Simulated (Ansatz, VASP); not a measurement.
## HfSi2O6 in VASP and in Ansatz

The input INCAR:

```
SYSTEM = HfSi2O6
PREC = Accurate
ENCUT = 520
EDIFF = 1E-6
ISMEAR = 0
SIGMA = 0.02
LREAL = .FALSE.
LASPH = .TRUE.
NELM = 60
ALGO = Normal
ISIF = 2
LWAVE = .FALSE.
LCHARG = .TRUE.
GGA = PE
LELF = .TRUE.
LVHAR = .TRUE.
NBANDS = 37
```

The input KPOINTS:

```
regular mesh
0
G
  6 6 4
  0 0 0
```

The input POSCAR:

```
HfSi2O6
1.0
    4.9553433230     -2.5079404205     -0.0125374672
    4.9553433230      2.5079404205     -0.0125374672
   -0.1615720370      0.0000000000      5.8826428571
Hf Si O
1 2 6
Direct
    0.4587935950      0.5412064050      0.0000000000
    0.5193966769      0.9865639269      0.6551787056
    0.0134360731      0.4806033231      0.3448212944
    0.7916039250      0.4295669649      0.2022838980
    0.3048396896      0.1550932370      0.4318781444
    0.5704330351      0.2083960750      0.7977161020
    0.1259401569      0.6285811837      0.1826300001
    0.8449067630      0.6951603104      0.5681218556
    0.3714188163      0.8740598431      0.8173699999
```

Input for Ansatz:

```yaml
crystal:
  lattice:
    - [4.955343323, -2.5079404205, -0.0125374672]
    - [4.955343323, 2.5079404205, -0.0125374672]
    - [-0.161572037, 0.0, 5.8826428571]
  atoms:
    - { symbol: Hf, position: [0.458793595, 0.541206405, 0.0] }
    - { symbol: Si, position: [0.5193966769, 0.9865639269, 0.6551787056] }
    - { symbol: Si, position: [0.0134360731, 0.4806033231, 0.3448212944] }
    - { symbol: O, position: [0.791603925, 0.4295669649, 0.202283898] }
    - { symbol: O, position: [0.3048396896, 0.155093237, 0.4318781444] }
    - { symbol: O, position: [0.5704330351, 0.208396075, 0.797716102] }
    - { symbol: O, position: [0.1259401569, 0.6285811837, 0.1826300001] }
    - { symbol: O, position: [0.844906763, 0.6951603104, 0.5681218556] }
    - { symbol: O, position: [0.3714188163, 0.8740598431, 0.8173699999] }
basis:
  ecutwfc: 420
kpoints:
  mp_grid: { grid: [6, 6, 4] }
  band_path:
    path:
      - [[0.0, 0.0, 0.0], [-0.31409362, 0.31409362, 0.0]]
      - [[-0.68590638, -0.31409362, 0.0], [-0.5, -0.5, 0.0], [0.0, 0.0, 0.0], [-0.5, -0.5, 0.5], [-0.68914293, -0.31085707, 0.5]]
      - [[-0.31085707, 0.31085707, 0.5], [0.0, 0.0, 0.5], [0.0, 0.0, 0.0]]
      - [[-0.5, 0.0, 0.5], [0.0, 0.0, 0.0], [-0.5, 0.0, 0.0]]
    npoints: 14
hamiltonian:
  xc: pbe
scf:
  occupations: { method: gaussian, width: 0.02 }
  n_extra_bands: 22
output:
  forces: true
  stress: true
  eigenvalues: true
  populations: true
  dos: { projected: true, de: 0.02, nscf_kmesh: { grid: [9, 9, 6] } }
  bader: true
  write_density: true
  write_potential: true
  elf: true
  volumetric_format: npy
```

The cell was built by a generator and needn't be a form met in nature.

Alike in both runs: task single point; functional PBE; k mesh 6 × 6 × 4; occupations gaussian, width 0.02 eV; no spin polarisation.

|  | VASP | Ansatz |
| --- | --- | --- |
| version | VASP 6.6.1 | Ansatz 0.2.0 |
| potentials or method | VASP PAW PBE potentials, release 64 (Hf_pv, Si, O) | scalar-relativistic, plane waves, PAW |
| plane-wave cutoff (eV) | 520 | 420 |
| valence electrons in the cell | 54 | 70 |

```csv
,VASP,Ansatz,Ansatz less VASP
gap on the k mesh at the Fermi level (eV),5.03,5.03,0.000
least direct gap on the mesh (eV),5.29,5.29,-0.001
pressure (GPa),-0.4,0.0,+0.38
rms of the force components (eV/Å),0.072,0.004,-0.0686
```

Atom by atom the forces differ by 0.073 eV/Å (rms over components). With one functional, cell and mesh, what is left measures potentials, basis and numerics. The two sets of potentials don't hold the same shells in valence.

Caveats: spin-orbit coupling is left out, which moves the levels of the heavy elements. As with any semilocal functional, this PBE gap is likely too small. A k mesh can miss the band edges.
